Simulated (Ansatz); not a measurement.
AlAs3 and its competing phases

These are results of DFT PBE, scalar-relativistic, plane waves, PAW in Ansatz, not measurements. All cells share a 420 eV cutoff and Γ-centred k meshes spaced at most about 0.3 Å⁻¹ (about 0.25 or finer for metals, 2π included). No spin polarisation.

The zero of energy is the elements' standard structures at the same level; no fitted shifts are applied.

Temperature and zero-point effects are left out. The reference form of As is held partly by dispersion forces, which this level lacks.

The competitors are the elements and 1 reference phase of this chemical system (from databases or known types: AlAs), relaxed at the same level; other known phases may be missing.

The candidate was reached from: a relaxed cell, shaken at random and relaxed again.

```cif
data_structure
_symmetry_space_group_name_H-M 'Aem2'
_symmetry_Int_Tables_number 39
_cell_length_a 5.6904
_cell_length_b 7.5578
_cell_length_c 7.6378
_cell_angle_alpha 90.000
_cell_angle_beta 90.000
_cell_angle_gamma 90.000
_cell_volume 328.48
loop_
_atom_site_label
_atom_site_type_symbol
_atom_site_symmetry_multiplicity
_atom_site_Wyckoff_symbol
_atom_site_fract_x
_atom_site_fract_y
_atom_site_fract_z
_atom_site_occupancy
Al1 Al 4 c 0.22122 0.25000 0.81641 1
As1 As 8 d 0.71644 0.49263 0.05196 1
As2 As 4 c 0.76553 0.25000 0.82986 1
```

Question: Is it stable, and against what?

Answer: Not stable. Its formation energy is -0.082 eV/atom. The lowest competing mixture at this composition is this:

```csv
phase,space group,source,share of atoms,ΔE_f (eV/atom)
As,-,element,0.5000,-0.0010
AlAs,F-43m (No. 216),COD,0.5000,-0.487
```

The lowest database cell of As (-0.0010) lies slightly below the reference, hence the non-zero entry.

The mixture lies at -0.244 eV/atom, and the candidate lies 162 meV/atom above it. The candidate matches no cell in the subsets of the Crystallography Open Database and the Materials Project at hand. It is metastable at best. Whether it is a true minimum wasn't tested by phonons. It holds As–As chains (shortest 2.47 Å).
